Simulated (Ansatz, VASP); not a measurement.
# Two plane-wave programs on LiF (Griceite)

Contents of INCAR:

```
SYSTEM = LiF
  ALGO = Normal
  EDIFF = 1E-6
  ENCUT = 520
  GGA = PE
  ISIF = 2
  ISMEAR = 0
  LASPH = .True.
  LCHARG = .False.
  LREAL = .False.
  LWAVE = .False.
  NBANDS = 12
  NELM = 60
  PREC = Accurate
  SIGMA = 0.02
```

KPOINTS

```
k-points
0
Gamma
  10 10 10
  0 0 0
```

The input POSCAR:

```
LiF
1.0
    0.0000000000      2.0536692361      2.0536692361
    2.0536692361      0.0000000000      2.0536692361
    2.0536692361      2.0536692361      0.0000000000
Li F
1 1
Direct
    0.0000000000      0.0000000000      0.0000000000
    0.5000000000      0.5000000000      0.5000000000
```

Input for Ansatz:

```yaml
crystal:
  lattice:
    - [0.0, 2.0536692361, 2.0536692361]
    - [2.0536692361, 0.0, 2.0536692361]
    - [2.0536692361, 2.0536692361, 0.0]
  atoms:
    - { symbol: Li, position: [0.0, 0.0, 0.0] }
    - { symbol: F, position: [0.5, 0.5, 0.5] }
basis:
  ecutwfc: 420
kpoints:
  mp_grid: { grid: [10, 10, 10] }
hamiltonian:
  xc: pbe
scf:
  occupations: { method: gaussian, width: 0.02 }
output:
  forces: true
  stress: true
  eigenvalues: true
```

Alike in both runs: task single point; functional PBE; k mesh 10 × 10 × 10; occupations gaussian, width 0.02 eV; no spin polarisation.

```csv
,VASP,Ansatz
version,VASP 6.6.1,Ansatz 0.2.0
potentials or method,"VASP PAW PBE potentials, release 64 (Li_sv, F)","scalar-relativistic, plane waves, PAW"
plane-wave cutoff (eV),520,420
valence electrons in the cell,10,10
```

|  | VASP | Ansatz | Ansatz less VASP |
| --- | --- | --- | --- |
| gap on the k mesh at the Fermi level (eV) | 8.59 | 8.59 | +0.001 |
| least direct gap on the mesh (eV) | 8.59 | 8.59 | +0.001 |

 A hybrid or GW would open this gap; PBE tends to underestimate it. A k mesh can miss the band edges.
